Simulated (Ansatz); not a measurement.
A band-structure calculation of a 4-atom cell of AlN started from a crystallographic database with the PAW code Ansatz, at the level PBE. Cell and atoms come from a relaxation with r2SCAN.

```yaml
crystal:
  lattice:
    - [3.1066945029, 0.0, 0.0]
    - [-1.5533472514, 2.6904763613, 0.0]
    - [0.0, 0.0, 4.9785885515]
  atoms:
    - { symbol: Al, position: [0.3333333333, 0.6666666667, -0.000795604] }
    - { symbol: Al, position: [0.6666666667, 0.3333333333, 0.499204396] }
    - { symbol: "N", position: [0.3333333333, 0.6666666667, 0.380795604] }
    - { symbol: "N", position: [0.6666666667, 0.3333333333, 0.880795604] }
kpoints:
  mp_grid: { grid: [12, 12, 6] }
  band_path:
    path:
      - [[0.0, 0.0, 0.0], [0.5, 4.074824605946e-17, -1.33614465854e-34], [0.3333333333333, 0.3333333333333, -8.909711213368e-35], [0.0, 0.0, 0.0], [5.181934156821e-51, -9.116983293075e-53, 0.5], [0.5, 4.074824605946e-17, 0.5], [0.3333333333333, 0.3333333333333, 0.5], [5.181934156821e-51, -9.116983293075e-53, 0.5]]
      - [[0.5, 4.074824605946e-17, 0.5], [0.5, 4.074824605946e-17, -1.33614465854e-34]]
      - [[0.3333333333333, 0.3333333333333, 0.5], [0.3333333333333, 0.3333333333333, -8.909711213368e-35]]
    npoints: 10
hamiltonian:
  xc: pbe
scf:
  occupations: { method: fermi_dirac, width: 0.02 }
  n_extra_bands: 5
output:
  forces: true
  stress: true
  eigenvalues: true
  write_density: true
  write_potential: true
  elf: true
  volumetric_format: npy
```

In the abridged output below, numbers in square brackets stand for lines, or ends of lines, that were taken out.
```
scf.n_extra_bands = 5 over 8 filled bands (N_el = 16.0): the run solves 13 bands
Functional definition: PBE
Crystal: 4 atoms, lattice volume = 41.613 Å³
Basis set: ecut = 420 eV, 809 PW (Γ)
Symmetry: 12 space group operations
Space group: P63mc (ITA 186)
k-points: 76 of 864 (time reversal used)
SCF converged after 6 iterations
Free energy (F): -1848.494105 eV
Fermi energy:    9.311100 eV
--- Forces (eV/Å), atoms counted from 1 ---
[1]
--- Stress (GPa, compression-positive) ---
[2]
--- Band table (eV; the first three rows and the last of 76) ---
  k-point 0: bands = […, 1.1890, 6.3317, 6.3317, 6.9779, 6.9779, 7.1885, 11.4209, 13.8961, 17.8266, 18.3857, …]
  k-point 1: bands = […, 1.5602, 6.3729, 6.3729, 6.5854, 6.9320, 6.9320, 11.9161, 13.9623, 17.6520, 18.3533, …]
  k-point 2: bands = […, 2.5341, 5.2935, 6.4861, 6.4861, 6.8090, 6.8090, 12.8734, 14.0194, 17.3754, 18.3762, …]
  k-point 75: bands = […, 2.3559, 2.3559, 3.3251, 3.3251, 6.3962, 6.3962, 14.6178, 14.6178, 15.0396, 15.0396, …]
```

Task: What stood in the gaps? They hold the stress, the forces.

Result:
```
[1]
  atom   1  Al      0.00000      0.00000    -0.00946
  atom   2  Al      0.00000      0.00000    -0.00946
  atom   3  N       0.00000      0.00000      0.00944
  atom   4  N       0.00000      0.00000      0.00944
[2]
        4.720112       0.000000       0.000000
        0.000000       4.720112       0.000000
        0.000000       0.000000       4.508057
  P = ⅓ Tr σ = 4.6494 GPa (46.494 kbar)
```

Command: `ansatz run input.yaml --threads 2 --pin off --max-ram 2211MiB --backend cpu --events-out ev --progress --plain --runs-dir out`. Wall time 1.3 s on 2 threads of AMD EPYC 9R45 96-Core Processor (Zen 5), on a shared host, load about 0.3 per core; peak host memory 0.4 GiB.

The values are computed, spin-unpolarised, and not measurements.
